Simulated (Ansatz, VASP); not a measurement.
As: VASP beside Ansatz

File INCAR:

```
PREC     = Accurate       # precision mode
ENCUT    = 520            # plane-wave cutoff, eV
EDIFF    = 1E-8           # SCF threshold, eV
ISMEAR   = -1             # smearing method
SIGMA    = 0.05           # smearing width, eV
LREAL    = False          # projectors in reciprocal space
LASPH    = True           # aspherical terms in the spheres
NELM     = 60             # most SCF steps
ALGO     = Normal         # electronic algorithm
ISIF     = 2              # what is computed and relaxed
LWAVE    = False          # write WAVECAR
LCHARG   = False          # write CHGCAR
GGA      = PE             # functional
LEFG     = True         
NBANDS   = 12             # bands
```

File KPOINTS:

```
regular mesh
0
Gamma
  10 10 10
```

POSCAR

```
As
1.0
    1.8797494575      1.0852738553      3.4857700000
   -1.8797494575      1.0852738553      3.4857700000
    0.0000000000     -2.1705477106      3.4857700000
As
2
Direct
    0.2275400000      0.2275400000      0.2275400000
    0.7724600000      0.7724600000      0.7724600000
```

Input for Ansatz:

```yaml
crystal:
  lattice:
    - [1.8797494575, 1.0852738553, 3.48577]
    - [-1.8797494575, 1.0852738553, 3.48577]
    - [0.0, -2.1705477106, 3.48577]
  atoms:
    - { symbol: As, position: [0.22754, 0.22754, 0.22754] }
    - { symbol: As, position: [0.77246, 0.77246, 0.77246] }
kpoints:
  mp_grid: { grid: [10, 10, 10] }
scf:
  occupations: { method: fermi_dirac, width: 0.05 }
hamiltonian:
  xc: pbe
  pseudopotentials: { kind: paw }
output:
  forces: true
  stress: true
  eigenvalues: true
  efg: { contact_densities: true }
```

Alike in both runs: task electric field gradients; functional PBE; k mesh 10 × 10 × 10; occupations fermi-dirac, width 0.05 eV; no spin polarisation.

```csv
,VASP,Ansatz
version,VASP 6.6.1,Ansatz 0.2.0
potentials or method,"VASP PAW PBE potentials, release 64 (As)","PAW with Ansatz's default frozen-core files, scalar-relativistic"
plane-wave cutoff (eV),520,420
valence electrons in the cell,10,30
```

```csv
,VASP,Ansatz,Ansatz less VASP
pressure (GPa),3.8,3.5,-0.30
largest component of the traceless stress (GPa),0.72,0.63,-0.093
rms of the force components (eV/Å),0.165,0.132,-0.0330
Vzz of the field gradient on the site that differs most (V/Å²),-48.1,-51.3,-3.26
```

Atom by atom the forces differ by 0.033 eV/Å (rms over components). The two sets of potentials don't hold the same shells in valence.
